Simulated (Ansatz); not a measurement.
**BP: all-electron results**

```xyz
2
Lattice="0.0000 2.2690 2.2690 2.2690 0.0000 2.2690 2.2690 2.2690 0.0000" Properties=species:S:1:pos:R:3 pbc="T T T"
B     0.0000    0.0000    0.0000
P     3.4035    3.4035    3.4035
```

Atoms are numbered in the order listed.

The geometry is COD entry 9008835, unchecked; take it as a test cell.

All numbers are computed: DFT, LDA, all-electron LAPW, scalar-relativistic (Ansatz 0.2.0); DFT, LDA, PAW with Ansatz's default frozen-core files, scalar-relativistic (Ansatz 0.2.0).

For LAPW: a Γ-centred 15×15×15 k mesh, Fermi–Dirac smearing of 0.05 eV, basis error target 1 meV/atom, no spin polarisation. PAW takes a cutoff of 420 eV at this cell (files made with PBE, cores remade for this functional). The Ansatz runs share mesh, smearing and spin set-up. Values come from LAPW unless marked.

- Pressure at this cell: -5.24 GPa
- Band gap: 1.19 eV, indirect from Γ to the line Γ–X (-0.5, -0.5, 0)
- Smallest direct gap on the path: 3.38 eV
- Löwdin charges (with 0.06 e of the cell spilling out of the atomic basis, so their sizes and signs hang on that basis): B1 -0.62, P2 0.68 e
- Bader charges (from the PAW run): B1 +0.40, P2 -0.40 e
- Volume per atom: 11.68 Å³
